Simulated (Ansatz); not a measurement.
**FeS2: the cell at several levels of theory**

The task here is to estimate one member of a computed series from the others.

The runs shown are made with Ansatz 0.2.0. PAW datasets, plane waves, zero pressure. Calculated at 0 K for a non-magnetic cell.

**The system as given**

Space group Pnnm (No. 58), orthorhombic; conventional cell a = 4.426 Å, b = 5.397 Å, c = 3.378 Å, 13.44 Å³ an atom. Around Fe lie 6 S at 2.23–2.25 Å; around S lie 1 S at 2.21 Å and 3 Fe at 2.23–2.25 Å.

The structure in full:

```
CELL_PARAMETERS angstrom
4.42562 0.00000 0.00000
0.00000 5.39653 0.00000
0.00000 0.00000 3.37770
ATOMIC_POSITIONS crystal
Fe 0.50000 0.50000 0.50000
Fe 0.00000 0.00000 0.00000
S 0.29959 0.87818 0.50000
S 0.70041 0.12182 0.50000
S 0.20041 0.37818 0.00000
S 0.79959 0.62182 0.00000
```

Set-up of the first run:

File input.yaml:

```yaml
crystal:
  lattice:
    - [4.42562487, 0.0, 0.0]
    - [0.0, 5.39652822, 0.0]
    - [0.0, 0.0, 3.37769817]
  atoms:
    - { symbol: Fe, position: [0.5, 0.5, 0.5] }
    - { symbol: Fe, position: [0.0, 0.0, 0.0] }
    - { symbol: S, position: [0.29959281, 0.87818467, 0.5] }
    - { symbol: S, position: [0.70040719, 0.12181533, 0.5] }
    - { symbol: S, position: [0.20040719, 0.37818467, 0.0] }
    - { symbol: S, position: [0.79959281, 0.62181533, 0.0] }
kpoints:
  mp_grid: { grid: [6, 4, 8] }
hamiltonian:
  xc: pbe
scf:
  occupations: { method: fermi_dirac, width: 0.02 }
relax:
  f_tol: 0.005
  cell: {}
```

Launch:

```sh
$ ansatz run input.yaml --threads 4 --pin off --max-ram 5529MiB --backend cpu --events-out ev --progress --plain --runs-dir out
```

Among the steps run: Relaxing with PBE; Relaxing with r2SCAN; PBEsol: cell and atoms; LDA: cell and atoms.

One of the session's tables, all rows but one given; the rest of the session is left out.

| level | a (Å) | b (Å) | c (Å) | volume (Å³/atom) |
| --- | --- | --- | --- | --- |
| PBE | 4.439 | 5.410 | 3.390 | 13.565 |
| r2SCAN | 4.431 | 5.401 | 3.379 | 13.477 |
| PBEsol | 4.368 | 5.333 | 3.344 | 12.983 |
| LDA | ? | ? | ? | ? |

**Question.** Estimate the row for LDA.

**Answer.** a (Å): 4.335; b (Å): 5.294; c (Å): 3.320; volume (Å³/atom): 12.699. In the column «a (Å)» it is the lowest.
